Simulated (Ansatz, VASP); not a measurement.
**One calculation of SrCl2, two programs**

File INCAR:

```
SYSTEM = SrCl2
  ALGO = Normal
  EDIFF = 1E-6
  ENCUT = 520
  GGA = PS
  ISIF = 2
  ISMEAR = 0
  LASPH = .True.
  LCHARG = .False.
  LREAL = .False.
  LWAVE = .False.
  NBANDS = 19
  NELM = 100
  PREC = Accurate
  SIGMA = 0.05
```

Contents of KPOINTS:

```
k-points
0
Gamma
  6 6 6
  0 0 0
```

The input POSCAR:

```
SrCl2
1.0
   -0.1666393458      3.4042037775      3.4042037775
    3.4042037775     -0.1666393458      3.4042037775
    3.4042037775      3.4042037775     -0.1666393458
Sr Cl
1 2
Direct
    0.0000000000      0.0000000000      0.0000000000
    0.2500000000      0.2500000000      0.2500000000
    0.7500000000      0.7500000000      0.7500000000
```

Input for Ansatz:

```yaml
crystal:
  lattice:
    - [-0.1666393458, 3.4042037775, 3.4042037775]
    - [3.4042037775, -0.1666393458, 3.4042037775]
    - [3.4042037775, 3.4042037775, -0.1666393458]
  atoms:
    - { symbol: Sr, position: [0.0, 0.0, 0.0] }
    - { symbol: Cl, position: [0.25, 0.25, 0.25] }
    - { symbol: Cl, position: [0.75, 0.75, 0.75] }
basis:
  ecutwfc: 420
kpoints:
  mp_grid: { grid: [6, 6, 6] }
hamiltonian:
  xc: pbesol
scf:
  occupations: { method: gaussian, width: 0.05 }
output:
  forces: true
  stress: true
  eigenvalues: true
```

Alike in both runs: task single point; functional PBEsol; k mesh 6 × 6 × 6; occupations gaussian, width 0.05 eV; no spin polarisation.

```csv
,VASP,Ansatz
version,VASP 6.6.1,Ansatz 0.2.0
potentials or method,"VASP PAW PBE potentials, release 64 (Sr_sv, Cl)","scalar-relativistic, plane waves, PAW"
plane-wave cutoff (eV),520,420
valence electrons in the cell,24,24
```

|  | VASP | Ansatz | Ansatz less VASP |
| --- | --- | --- | --- |
| gap on the k mesh at the Fermi level (eV) | 5.14 | 5.15 | +0.010 |
| least direct gap on the mesh (eV) | 5.39 | 5.39 | +0.003 |
| pressure (GPa) | -0.5 | -0.7 | -0.13 |
| largest component of the traceless stress (GPa) | 0.95 | 0.92 | -0.029 |
| rms of the force components (eV/Å) | 0.121 | 0.116 | -0.0050 |

Atom by atom the forces differ by 0.005 eV/Å (rms over components).

Caveats: the PAW data sets were made with another functional, which shifts forces and pressure a little (VASP). PBEsol gaps usually lie below the measured ones, often by a third to a half. A k mesh can miss the band edges.
